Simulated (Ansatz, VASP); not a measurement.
# Two plane-wave programs on PbS (Galena)

```
CELL_PARAMETERS angstrom
0.00000 2.96575 2.96575
2.96575 0.00000 2.96575
2.96575 2.96575 0.00000
ATOMIC_POSITIONS crystal
Pb 0.00000 0.00000 0.00000
S 0.50000 0.50000 0.50000
```

Alike in both runs: task relaxation of cell and atoms; functional LDA; k mesh 8 × 8 × 8; occupations fermi-dirac, width 0.05 eV; no spin polarisation.

|  | VASP | Ansatz |
| --- | --- | --- |
| version | VASP 6.6.1 | Ansatz 0.2.0 |
| potentials or method | VASP PAW LDA potentials, release 64 (Pb_d, S) | Ansatz PAW |
| plane-wave cutoff (eV) | 600 | 420 |
| valence electrons in the cell | 20 | 20 |

|  | VASP | Ansatz | Ansatz less VASP |
| --- | --- | --- | --- |
| gap on the k mesh at the Fermi level, each at its own relaxed structure (eV) | 0.04 | 0.06 | +0.017 |
| relaxed volume (Å³/atom) | 24.99 | 24.95 | -0.046 |
| relaxed cell length with the largest relative difference (Å) | 4.135 | 4.132 | -0.0025 |
| energy change over the relaxation (meV/atom) | -9 | -10 | -0.8 |

Caveats: spin-orbit coupling is left out, which as a rule narrows the gap of such compounds by several tenths of an eV; the plane-wave basis is chosen anew once the cell has moved, so the energies of steps on either side of that aren't comparable (Ansatz); the PAW data sets come from PBE, with cores solved anew for the run's functional, which leaves a small shift of forces and pressure (Ansatz). A k mesh can miss the band edges. LDA usually gives volumes a few per cent too small.
